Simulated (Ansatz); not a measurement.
## Relaxing AlNi

The calculation used DFT PBE, scalar-relativistic, plane waves, PAW in Ansatz 0.2.0. Run with 420 eV cutoff, 18×18×18 k-mesh, Gaussian smearing of 0.10 eV, no spin polarisation.

What was changed: uniaxial strain along c, with a, b and atoms relaxed: +3.0 %.

Command:

```bash
ansatz run input.yaml --threads 1 --pin off --max-ram 2560MiB --backend cpu --events-out ev --progress --plain --runs-dir out
```

Input:

```yaml
crystal:
  lattice:
    - [2.8713937465, 0.0, 0.0]
    - [0.0, 2.8713937465, 0.0]
    - [0.0, 0.0, 2.9798846941]
  atoms:
    - { symbol: Al, position: [0.5, 0.5, 0.5] }
    - { symbol: Ni, position: [0.0, 0.0, 0.0] }
basis:
  ecutwfc: 420
kpoints:
  mp_grid: { grid: [18, 18, 18] }
hamiltonian:
  xc: pbe
scf:
  occupations: { method: gaussian, width: 0.1 }
output:
  forces: true
  stress: true
  eigenvalues: true
relax:
  adjacent_minimum: "off"
  f_tol: 0.008
  max_steps: 40
  cell: { stress_tol: 0.015, fix: [c, angles] }
```

F is the free energy. Steps run on the plane waves of an earlier cell, but the last one, and at times one on the way, on a freshly chosen basis, so a repeated geometry can differ a little in energy. The held parts of the cell keep their stress, so P needn't end at zero.

Steps:

```
step F − F(1) (eV) largest force component (eV/Å) V (Å³/atom) P (GPa)
   1         0.0000                           0.000       12.284    -2.20
   2        -0.0009                           0.000       12.217    -1.36
   3        -0.0011                           0.000       12.174    -0.80
   4        -0.0010                           0.000       12.174    -0.81
```

Relaxed structure:

```yaml
crystal:
  lattice:
    - [2.85842, 0.00000, 0.00000]
    - [0.00000, 2.85842, 0.00000]
    - [0.00000, 0.00000, 2.97988]
  atoms:
    - { symbol: Al, position: [0.50000, 0.50000, 0.50000] }
    - { symbol: Ni, position: [0.00000, 0.00000, 0.00000] }
```

Symmetry: P4/mmm, No. 123, tetragonal system. Conventional cell: a = 2.858 Å, b = 2.858 Å, c = 2.980 Å, α = 90.00°, β = 90.00°, γ = 90.00°. Around Al (site symmetry 4/mmm) lie 8 Ni at 2.51 Å and 4 Al at 2.86 Å. Around Ni (site symmetry 4/mmm) lie 8 Al at 2.51 Å and 4 Ni at 2.86 Å.

The run converged. Time: 49 s on 1 thread of Arm Neoverse V1, on a shared host, peak memory 0.48 GiB.